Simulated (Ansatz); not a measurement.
**CuO under compression and expansion**

```yaml
crystal:
  lattice:
    - [0.00000, 2.12254, 2.12254]
    - [2.12254, 0.00000, 2.12254]
    - [2.12254, 2.12254, 0.00000]
  atoms:
    - { symbol: Cu, position: [0.00000, 0.00000, 0.00000] }
    - { symbol: O, position: [0.50000, 0.50000, 0.50000] }
```

The cell was built from the rocksalt type and relaxed in the same program, and has space group Fm-3m; it needn't be a known or the stable phase.

Without spin polarisation or U, such a compound can come out metallic where the real one is a magnetic insulator.

Methods: DFT, PBE, all-electron LAPW, scalar-relativistic (Ansatz 0.2.0); DFT, PBE, PAW with Ansatz's default frozen-core files, scalar-relativistic (Ansatz 0.2.0).

For LAPW: a Γ-centred 16×16×16 k mesh, Fermi–Dirac smearing of 0.08 eV, basis error target 0.5 meV/atom, no spin polarisation. PAW takes a cutoff of 420 eV at this cell. The Ansatz runs share mesh, smearing and spin set-up. Plane-wave (PAW) pressures include the program's estimate of the Pulay term.

The cell above is scaled evenly, with fractional coordinates and shape held.

**Question.** Estimate the equilibrium volume and bulk modulus that full-potential LAPW gives for this fixed shape.

**Answer.** V0 = 9.56 Å³/atom, B0 = 177 GPa, B0′ = 4.7, from a third-order Birch–Murnaghan fit to these pressures:
| V/V(cell) | V (Å³/atom) | P, LAPW (GPa) | P, PAW (GPa) | free energy over the lowest listed, PAW (meV/atom) |
| --- | --- | --- | --- | --- |
| 0.9500 | 9.084 | 10.14 | 10.19 | 14.5 |
| 0.9750 | 9.323 | 4.68 | 4.73 | 3.4 |
| 1.0000 | 9.562 | -0.06 | 0.00 | 0.0 |
| 1.0250 | 9.801 | -4.17 | -4.11 | 3.1 |
| 1.0500 | 10.040 | -7.73 | -7.67 | 12.0 |

PAW's V0 lies 0.03 % from the all-electron value and its B0 -0.2 %. Symmetry fixes shape and coordinates here, so this is the relaxed modulus.
